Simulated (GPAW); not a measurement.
A run of GPAW 26.7.0 is set up as follows.

File run.py:

```python
from ase import Atoms
from ase.dft.bandgap import bandgap
from ase.io import write
from ase.units import GPa
from gpaw import GPAW, PW

atoms = Atoms(['Cu', 'Cu', 'Cu', 'Cu', 'O', 'O', 'O', 'O'],
              cell=[[2.34185, -1.7113, 0.0],
                    [-1.49182, -1.7113, -5.05787],
                    [2.34185, 5.1339, 0.0]],
              scaled_positions=[[0.32132716, 0.95657656, 0.29054178],
                                [0.67867284, 0.04342344, 0.70945822],
                                [0.3225567, 0.52186451, 0.68364633],
                                [0.6774433, 0.47813549, 0.31635367],
                                [0.41767164, 0.70732048, 0.00989985],
                                [0.41392836, 0.79267952, 0.65850015],
                                [0.22493959, 0.34816805, 0.07342398],
                                [0.94346041, 0.15183195, 0.25817602]],
              pbc=True)

calc = GPAW(mode=PW(650),
            xc='MGGA_X_R2SCAN+MGGA_C_R2SCAN',
            kpts={'size': (6, 3, 3), 'gamma': True},
            occupations={'name': 'fermi-dirac', 'width': 0.05},
            nbands=61,
            maxiter=120,
            txt='gpaw.txt')
atoms.calc = calc
energy = atoms.get_potential_energy()
forces = atoms.get_forces()
stress = atoms.get_stress()
calc.write('gs.gpw')
write('result.traj', atoms)
print(f'Energy: {energy:.6f} eV')
print('Forces (eV/A):')
print(forces.round(4))
print('Stress (GPa):', (stress / GPa).round(3))
print('Fermi level:', round(calc.get_fermi_level(), 4), 'eV')
print(f'Gap: {bandgap(calc)[0]:.4f} eV, direct: {bandgap(calc, direct=True)[0]:.4f} eV')
```

Potentials or basis: GPAW PAW data sets (gpaw-data 1.2.1), pw.

Launch:

```sh
$ OMP_NUM_THREADS=1 python run.py
```

(1) Estimate the pressure.

(2) Predict the band gap on the k mesh.

Answers

(1) 52.7 GPa.

(2) none (metal or under the smearing width).

Caveat: the k mesh is coarse (spacing up to 0.42 Å⁻¹), so the values aren't converged; with this Cu data set, volumes or pressures lay over 1.5 % or 2 GPa off other programs in two to four cells of ten; the cutoff is short for stress and forces, so pressures can be off by a GPa or more; a pressure of tens of GPa on the cell as given is suspect, and the run, the potentials or the cell itself is likely at fault; the PAW data sets were made with another functional, which shifts forces and pressure a little; the run has no spin polarisation, though such a crystal can be magnetic; semilocal functionals often make such compounds metallic where correlation or magnetic order opens a gap, which also shifts bond lengths.
